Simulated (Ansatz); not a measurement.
ZnTe:
```yaml
crystal:
  lattice:
    - [0.00000, 3.08959, 3.08959]
    - [3.08959, 0.00000, 3.08959]
    - [3.08959, 3.08959, 0.00000]
  atoms:
    - { symbol: Te, position: [0.75000, 0.75000, 0.75000] }
    - { symbol: Zn, position: [0.00000, 0.00000, 0.00000] }
```

Relaxed with PBE. Special points in fractions of this cell's reciprocal vectors: Γ (0.000, 0.000, 0.000); X (0.500, 0.000, 0.500); U (0.625, 0.250, 0.625); K (0.375, 0.375, 0.750); L (0.500, 0.500, 0.500); W (0.500, 0.250, 0.750).

**Question.** List the band energies nearest the valence-band maximum at these points for PBE in the plane-wave PAW code Ansatz.

**Answer.** In eV from the valence-band maximum; about four levels below and three above (degenerate sets whole), none deeper than 8.9 eV; points with the same levels are listed once.

```json
[
 {"k": "Γ", "below": "-6.56 -6.56 0.00 0.00 0.00", "above": "1.08 4.44 4.44 4.44"},
 {"k": "X", "below": "-6.36 -4.81 -2.04 -2.04", "above": "2.30 2.50 9.58 9.58"},
 {"k": "U", "below": "-6.32 -4.69 -2.88 -1.69", "above": "2.71 4.70 7.63"},
 {"k": "L", "below": "-6.42 -4.93 -0.84 -0.84", "above": "1.74 5.10 5.10"},
 {"k": "W", "below": "-6.30 -4.67 -2.66 -2.43", "above": "4.38 4.88 5.75"}
]
```

Space group F-43m (zinc blende). The PBE relaxation kept the symmetry of its start. Spin–orbit coupling is left out wherever it is not named.

Potentials: the later of the program's two PAW sets.
